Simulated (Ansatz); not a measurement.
# CdS (Hawleyite): the cost of one run

Computed with Ansatz 0.2.0 (DFT LDA, all-electron LAPW, scalar-relativistic unless said, unless a step's input says otherwise).

## (1) The structure to begin with

The structure is cubic, space group F-43m (No. 216). Conventional cell: a = 5.757 Å, b = 5.757 Å, c = 5.757 Å, α = 90.00°, β = 90.00°, γ = 90.00°. Cd (site symmetry -43m) is surrounded by 4 S at 2.49 Å. S (site symmetry -43m) is surrounded by 4 Cd at 2.49 Å.

Structure file:

```
CELL_PARAMETERS angstrom
2.87826 2.87826 0.00000
-2.87826 2.87826 0.00000
0.00000 2.87826 2.87826
ATOMIC_POSITIONS crystal
Cd 0.00000 0.00000 0.00000
S 0.75000 0.25000 0.50000
```

Cartesian axes are those of the input's lattice vectors. The structure goes back to a database entry.

## (2) Reference run, fine mesh, LAPW

The input, input.yaml:

```yaml
crystal:
  lattice:
    - [2.87826231555, 2.87826231555, 0.0]
    - [-2.87826231555, 2.87826231555, 0.0]
    - [0.0, 2.87826231555, 2.87826231555]
  atoms:
    - { symbol: Cd, position: [0.0, 0.0, 0.0] }
    - { symbol: S, position: [0.75, 0.25, 0.5] }
kpoints:
  mp_grid: { grid: [8, 8, 8] }
scf:
  occupations: { method: fixed }
hamiltonian:
  xc: lda
  pseudopotentials: { kind: all_electron, lapw: { basis_error: 0.001 } }
output:
  forces: true
  stress: true
  eigenvalues: true
  eigenstates:
    nscf_kmesh: { grid: [12, 12, 12] }
    de_dk: true
    e_range: [-9, 10.94731133416]
checkpoint:
  write: ck
  write_wavefunctions: false
```

The run is started by

```sh
$ ansatz run input.yaml --threads 1 --pin off --max-ram 3072MiB --backend cpu --events-out ev --progress --plain --runs-dir out
```

Q: Estimate wall time and peak memory on 1 thread of Arm Neoverse V2, shared host.

About 19 s, with a peak of 0.29 GiB.
